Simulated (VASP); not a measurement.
# SnSe in VASP: Born charges and dielectric tensor with LDA

Aim: the Born charges and dielectric tensor of SnSe with LDA.

Program: VASP 6.6.1. These are calculated values, not measurements. Logs are shortened: lines on timing, memory, paths and dates and some standing lists are left out, and cuts for length are marked.

**1. The slab as given**

The cell holds a slab with vacuum, 4 atoms: a = 4.193 Å, b = 4.193 Å, c = 10.963 Å, α = 90.00°, β = 90.00°, γ = 90.00°.

**2. Born charges and dielectric tensor, LDA**

INCAR

```
PREC = Accurate
ENCUT = 600
EDIFF = 1E-8
ISMEAR = 0
SIGMA = 0.02
LREAL = False
LASPH = True
NELM = 60
ALGO = Normal
ISIF = 2
LWAVE = False
LCHARG = False
GGA = CA
LEPSILON = True
IBRION = 8
NSW = 1
```

KPOINTS

```
Automatic mesh
0
Gamma
  4 4 1
```

POSCAR

```
SnSe
1.0
    4.1926300000      0.0000000000      0.0000000000
    0.0000000000      4.1926300000      0.0000000000
    0.0000000000      0.0000000000     10.9632800000
Sn Se
2 2
Direct
    0.5000000000      0.0000000000      0.3777900000
    0.0000000000      0.5000000000      0.6222100000
    0.5000000000      0.0000000000      0.6221700000
    0.0000000000      0.5000000000      0.3778300000
```

Potentials or basis: VASP PAW LDA potentials, release 64 (Sn_d, Se).

Run with:

```
$ cat potpaw_LDA.64/Sn_d/POTCAR potpaw_LDA.64/Se/POTCAR > POTCAR
$ mpirun -np 1 vasp_std > vasp.out
```

OUTCAR:

```text
PREC = Accurate
   ENCUT = 600
   EDIFF = 1E-8
   ISMEAR = 0
   LREAL = False
   LASPH = True
   NELM = 60
   ISIF = 2
   GGA = CA
   LEPSILON = True
   IBRION = 8
   NSW = 1

 ion  position               nearest neighbor table
   1  0.500  0.000  0.378-   3 2.68   4 2.96   4 2.96   4 2.96   4 2.96
   2  0.000  0.500  0.622-   4 2.68   3 2.96   3 2.96   3 2.96   3 2.96
   3  0.500  0.000  0.622-   1 2.68   2 2.96   2 2.96   2 2.96   2 2.96
   4  0.000  0.500  0.378-   2 2.68   1 2.96   1 2.96   1 2.96   1 2.96

  LATTYP: Found a simple tetragonal cell.
 ALAT       =     4.1926300000
 C/A-ratio  =     2.6148932770

  Lattice vectors:

 A1 = (   4.1926300000,   0.0000000000,   0.0000000000)
 A2 = (   0.0000000000,   4.1926300000,   0.0000000000)
 A3 = (   0.0000000000,   0.0000000000,  10.9632800000)

Analysis of symmetry for initial positions (statically):
=====================================================================
 Subroutine PRICEL returns:
 Original cell was already a primitive cell.

 Routine SETGRP: Setting up the symmetry group for a
 simple tetragonal supercell.

 Subroutine GETGRP returns: Found 16 space group operations
 (whereof  8 operations were pure point group operations)
 out of a pool of 16 trial point group operations.

The static configuration has the point symmetry D_2d.
 The point group associated with its full space group is D_4h.

Analysis of symmetry for dynamics (positions and initial velocities):
=====================================================================
 Subroutine PRICEL returns:
 Original cell was already a primitive cell.

 Routine SETGRP: Setting up the symmetry group for a
 simple tetragonal supercell.

 Subroutine GETGRP returns: Found 16 space group operations
 (whereof  8 operations were pure point group operations)
 out of a pool of 16 trial point group operations.

The dynamic configuration has the point symmetry D_2d.
 The point group associated with its full space group is D_4h.

 Subroutine INISYM returns: Found 16 space group operations
 (whereof  8 operations are pure point group operations),
 and found     1 'primitive' translations

----------------------------------------------------------------------------------------

                                     Primitive cell

  volume of cell :     192.7141

  direct lattice vectors                    reciprocal lattice vectors
     4.192630000  0.000000000  0.000000000     0.238513773  0.000000000  0.000000000
     0.000000000  4.192630000  0.000000000     0.000000000  0.238513773  0.000000000
     0.000000000  0.000000000 10.963280000     0.000000000  0.000000000  0.091213578

  length of vectors
     4.192630000  4.192630000 10.963280000     0.238513773  0.238513773  0.091213578

  position of ions in fractional coordinates (direct lattice)
     0.500000000  0.000000000  0.377790000
     0.000000000  0.500000000  0.622210000
     0.500000000  0.000000000  0.622170000
     0.000000000  0.500000000  0.377830000

  ion indices of the primitive-cell ions
   primitive index   ion index
                 1           1
                 2           2
                 3           3
[... 334 lines left out ...]

[... ionic steps 4 to 9 ...]

--------------------------------------- Ionic step       10  -------------------------------------------

------------------------ aborting loop because EDIFF is reached ----------------------------------------

[... ionic steps 11 to 11 ...]

--------------------------------------- Ionic step       12  -------------------------------------------

 Free energy of the ion-electron system (eV)
  ---------------------------------------------------
  ---------------------------------------------------
  free energy    TOTEN  =        -0.10190485 eV

  energy without entropy =       -0.10190485

------------------------ aborting loop because EDIFF is reached ----------------------------------------

 INTERNAL STRAIN TENSOR  FOR ION    3  DIRECTION 3   (eV/Angst):
 -----------------------------------------------------------------------------
    -1.60052  0.00000  0.00000
     0.00000 -1.60052  0.00000
     0.00000  0.00000-13.75928

 MACROSCOPIC STATIC DIELECTRIC TENSOR (including local field effects in DFT)
 ------------------------------------------------------
          14.505567     0.000000    -0.000000
           0.000000    14.505567    -0.000000
           0.000000     0.000000     1.969671
 ------------------------------------------------------

 PIEZOELECTRIC TENSOR (including local field effects)  for field in x, y, z        (e  Angst)
          XX          YY          ZZ          XY          YZ          ZX
  --------------------------------------------------------------------------------
  x     0.00000     0.00000    -0.00000     0.00000     0.00000     0.00000
  y     0.00000     0.00000     0.00000     0.00000     0.00000     0.00000
  z     0.00000     0.00000     0.00000     0.00000     0.00000     0.00000

 PIEZOELECTRIC TENSOR (including local field effects)  for field in x, y, z        (C/m^2)
          XX          YY          ZZ          XY          YZ          ZX
  --------------------------------------------------------------------------------
  x     0.00000     0.00000    -0.00000     0.00000     0.00000     0.00000
  y     0.00000     0.00000     0.00000     0.00000     0.00000     0.00000
  z     0.00000     0.00000     0.00000     0.00000     0.00000     0.00000

 BORN EFFECTIVE CHARGES (including local field effects) (in |e|, cummulative output)
 ---------------------------------------------------------------------------------
 ion    1
    1     5.41317     0.00000     0.00000
    2     0.00000     5.41317     0.00000
    3     0.00000     0.00000     0.31071
 ion    2
    1     5.41317     0.00000     0.00000
    2     0.00000     5.41317     0.00000
    3     0.00000     0.00000     0.31071
 ion    3
    1    -5.41317     0.00000     0.00000
    2     0.00000    -5.41317     0.00000
    3     0.00000     0.00000    -0.31071
 ion    4
    1    -5.41317     0.00000     0.00000
    2     0.00000    -5.41317     0.00000
    3     0.00000     0.00000    -0.31071

 INTERNAL STRAIN TENSOR FOR ION    4 for displacements in x,y,z  (eV/Angst):
          X           Y           Z          XY          YZ          ZX
  --------------------------------------------------------------------------------
  x     0.00000     0.00000     0.00000     0.00000     0.00000     2.90118
  y     0.00000     0.00000     0.00000     0.00000     2.85817     0.00000
  z     1.60052     1.60052    13.75928     0.00000     0.00000     0.00000

 SECOND DERIVATIVES (NOT SYMMETRIZED)
 ------------------------------------
               1X          1Y          1Z          2X          2Y          2Z          3X          3Y          3Z          4X          4Y          4Z
  1X    -0.653930    0.000000    0.000000    0.612813    0.000000    0.000000   -0.519607    0.000000    0.000000    0.560724    0.000000    0.000000
  1Y     0.000000   -0.653930    0.000000    0.000000    0.612813    0.000000    0.000000   -0.519607    0.000000    0.000000    0.560724    0.000000
  1Z     0.000000    0.000000   -6.119814    0.000000    0.000000   -0.313615    0.000000    0.000000    5.442301    0.000000    0.000000    0.991127
  2X     0.612813    0.000000    0.000000   -0.653930    0.000000    0.000000    0.560724    0.000000    0.000000   -0.519607    0.000000    0.000000
  2Y     0.000000    0.612813    0.000000    0.000000   -0.653930    0.000000    0.000000    0.560724    0.000000    0.000000   -0.519607    0.000000
  2Z     0.000000    0.000000   -0.313615    0.000000    0.000000   -6.119814    0.000000    0.000000    0.991127    0.000000    0.000000    5.442301
  3X    -0.502631    0.000000    0.000000    0.570563    0.000000    0.000000   -1.760009    0.000000    0.000000    1.692078    0.000000    0.000000
  3Y     0.000000   -0.502631    0.000000    0.000000    0.570563    0.000000    0.000000   -1.760009    0.000000    0.000000    1.692078    0.000000
  3Z     0.000000    0.000000    5.459587    0.000000    0.000000    1.002078    0.000000    0.000000   -6.017462    0.000000    0.000000   -0.444204
  4X     0.570563    0.000000    0.000000   -0.502631    0.000000    0.000000    1.692078    0.000000    0.000000   -1.760009    0.000000    0.000000
  4Y     0.000000    0.570563    0.000000    0.000000   -0.502631    0.000000    0.000000    1.692078    0.000000    0.000000   -1.760009    0.000000
  4Z     0.000000    0.000000    1.002078    0.000000    0.000000    5.459587    0.000000    0.000000   -0.444204    0.000000    0.000000   -6.017462

 Eigenvectors and eigenvalues of the dynamical matrix
 ----------------------------------------------------

   1 f  =    5.765898 THz    36.228209 2PiTHz  192.329671 cm-1    23.845829 meV
             X         Y         Z           dx          dy          dz
      2.096315  0.000000  4.141818    -0.000000   -0.000000   -0.446320
      0.000000  2.096315  6.821462     0.000000    0.000000   -0.446320
      2.096315  0.000000  6.821024    -0.000000   -0.000000    0.548451
      0.000000  2.096315  4.142256     0.000000    0.000000    0.548451
[... 71 lines left out ...]
  12 f/i=    0.061921 THz     0.389059 2PiTHz    2.065449 cm-1     0.256083 meV
             X         Y         Z           dx          dy          dz
      2.096315  0.000000  4.141818     0.014829   -0.594611   -0.000000
      0.000000  2.096315  6.821462     0.014829   -0.594611   -0.000000
      2.096315  0.000000  6.821024     0.009533   -0.382265   -0.000000
      0.000000  2.096315  4.142256     0.009533   -0.382265   -0.000000

--------------------------------------------------------------------------------------------------------

 MACROSCOPIC STATIC DIELECTRIC TENSOR IONIC CONTRIBUTION
 ------------------------------------------------------
         980.054416    -0.000000     0.000000
          -0.000000   980.054416     0.000000
           0.000000     0.000000     0.028120
 ------------------------------------------------------

 ELASTIC MODULI CONTR FROM IONIC RELAXATION (kBar)
 Direction    XX          YY          ZZ          XY          YZ          ZX
 --------------------------------------------------------------------------------
 XX         -16.4423    -16.4423    -89.5957      0.0000      0.0000      0.0000
 YY         -16.4423    -16.4423    -89.5957      0.0000      0.0000      0.0000
 ZZ         -89.5957    -89.5957   -629.6999      0.0000      0.0000      0.0000
 XY           0.0000      0.0000      0.0000      0.0000      0.0000      0.0000
 YZ           0.0000      0.0000      0.0000      0.0000    -75.2738      0.0000
 ZX           0.0000      0.0000      0.0000      0.0000      0.0000    -71.1928
 --------------------------------------------------------------------------------

 PIEZOELECTRIC TENSOR IONIC CONTR  for field in x, y, z        (C/m^2)
          XX          YY          ZZ          XY          YZ          ZX
  --------------------------------------------------------------------------------
  x     0.00000     0.00000     0.00000     0.00000     0.00000    -0.00000
  y     0.00000     0.00000     0.00000     0.00000    -0.00000    -0.00000
  z    -0.00000    -0.00000    -0.00000     0.00000    -0.00000     0.00000
```

It took 8.3 min on 1 thread of AMD EPYC 9R45 (Zen 5), shared host; peak memory 0.45 GiB.

Results:

```
Band gap on the k mesh                                  : 1.54 eV, indirect (least direct gap 1.57 eV)
Electronic dielectric tensor (diagonal)                 : 14.51, 14.51, 1.97
Born charges (mean of the diagonal)                     : Sn +3.71; Se -3.71 e
Highest phonon frequency at Γ, LO-TO splitting left out : 192 cm⁻¹
```

Levels at points of the mesh, in eV from the valence-band top:
| k point | band 17 | band 18 | band 19 | band 20 | band 21 | band 22 | band 23 | band 24 |
| --- | --- | --- | --- | --- | --- | --- | --- | --- |
| (0.00, 0.00, 0.00) | -3.19 | -1.92 | -1.92 | -0.51 | 1.67 | 3.65 | 3.78 | 4.79 |
| (0.50, 0.00, 0.00) | -1.58 | -1.58 | -0.03 | -0.03 | 1.54 | 1.54 | 2.03 | 2.03 |
| (0.50, 0.50, 0.00) | -3.57 | -3.57 | -1.76 | -1.76 | 3.62 | 3.62 | 4.53 | 4.53 |

Phonon frequencies in cm⁻¹ (negative: imaginary):
| q point | frequencies |
| --- | --- |
| (0.000, 0.000, 0.000) | -2 -2 0 18 18 44 44 58 113 113 171 192 |

Electronic dielectric tensor:
```
14.51  0.00  0.00
 0.00 14.51  0.00
 0.00  0.00  1.97
```

Born effective charge tensors (e):
atom 1, Sn
```
5.41 0.00 0.00
0.00 5.41 0.00
0.00 0.00 0.31
```
atom 2, Sn
```
5.41 0.00 0.00
0.00 5.41 0.00
0.00 0.00 0.31
```
atom 3, Se
```
-5.41  0.00  0.00
 0.00 -5.41  0.00
 0.00  0.00 -0.31
```
atom 4, Se
```
-5.41  0.00  0.00
 0.00 -5.41  0.00
 0.00  0.00 -0.31
```

Caveat: spin-orbit coupling is left out, which moves the levels of the heavy elements.
